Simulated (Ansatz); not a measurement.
ZnTe:
Space group F-43m (No. 216); a = b = c = 6.114 Å, α = β = γ = 90.00°

```json
[
 {"atom": "Te", "site": "4c", "symmetry": "-43m", "x": "0.2500", "y": "0.2500", "z": "0.2500"},
 {"atom": "Zn", "site": "4a", "symmetry": "-43m", "x": "0.0000", "y": "0.0000", "z": "0.0000"}
]
```
(The calculation used a cell of 2 atoms; values per cell refer to that cell.)

Relaxed with r²SCAN. DFT-r²SCAN in the program Ansatz with PAW potentials gives a gap of 1.79 eV.

**Question.** What gap does HSE06 give on the same cell (Ansatz, PAW)?

**Answer.** 2.24 eV, 0.45 eV more. The hybrid was solved on a coarser mesh and at special points; its gap is the smallest among all of these.

```json
[
 {"k": "Γ", "v1 r²SCAN": "0.00", "c1 r²SCAN": "1.79", "v1 HSE06": "0.00", "c1 HSE06": "2.24"},
 {"k": "X", "v1 r²SCAN": "-2.21", "c1 r²SCAN": "2.60", "v1 HSE06": "…", "c1 HSE06": "…"},
 {"k": "L", "v1 r²SCAN": "-0.91", "c1 r²SCAN": "2.20", "v1 HSE06": "…", "c1 HSE06": "…"},
 {"k": "W", "v1 r²SCAN": "-2.63", "c1 r²SCAN": "4.93", "v1 HSE06": "…", "c1 HSE06": "…"},
 {"k": "K", "v1 r²SCAN": "-1.84", "c1 r²SCAN": "3.01", "v1 HSE06": "…", "c1 HSE06": "…"}
]
```

**Question.** Top valence (v1) and lowest conduction level (c1) in eV from each method's valence maximum (which need not be a listed point): supply the withheld HSE06 values.

**Answer.** 
- X, v1 HSE06: -2.29
- X, c1 HSE06: 3.08
- W, v1 HSE06: -2.71
- W, c1 HSE06: 5.58
- K, v1 HSE06: -1.90
- K, c1 HSE06: 3.47
- L, v1 HSE06: -0.94
- L, c1 HSE06: 2.68

Cost on shared cores: the r²SCAN run (SCF on a 8×8×8 mesh, then bands and DOS) roughly 30 core-seconds, the HSE06 run (SCF on 6×6×6, then a few points) roughly 2.1 core-minutes; the tasks are unlike.

Symmetry was held in the r²SCAN relaxation; of distortions, only those at the zone centre were tested. Spin–orbit coupling is left out wherever it is not named.

Potentials: the later of the program's two PAW sets.
